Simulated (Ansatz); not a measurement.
Crystal: GaN.

```
Ga N
1.0
     0.00000    2.25350    2.25350
     2.25350    0.00000    2.25350
     2.25350    2.25350    0.00000
Ga N
1 1
Direct
  0.00000 0.00000 0.00000
  0.25000 0.25000 0.25000
```

The cell is a database's computed one.

Base run:

| Property | Result |
| --- | --- |
| Program | Ansatz 0.2.0 |
| Functional | PBE |
| Potentials or basis | Ansatz PAW |
| Cutoff | 600 eV |
| Density cutoff | 2400 eV |
| k mesh | 10 × 10 × 10 |
| Occupations | fermi-dirac, width 0.05 eV |
| Spin | no spin polarisation |

Its results: band gap on the k mesh 1.72 eV, direct; pressure 5.0 GPa.

Task: The run is repeated on the same cell with these changes: functional from PBE to B3LYP5; cutoff from 600 eV to 420 eV (not typed: the program's choice for these potentials); k mesh from 10 × 10 × 10 to 6 × 6 × 6. What comes out?

Result: Band gap on the k mesh 3.38 eV, direct; pressure 4.2 GPa.

Several settings changed at once, so the effect can't be laid on one alone.

Caveats: the PAW data sets come from PBE, with cores solved anew for the run's functional, which leaves a small shift of forces and pressure (some runs); the thresholds are loose for stress (some runs).
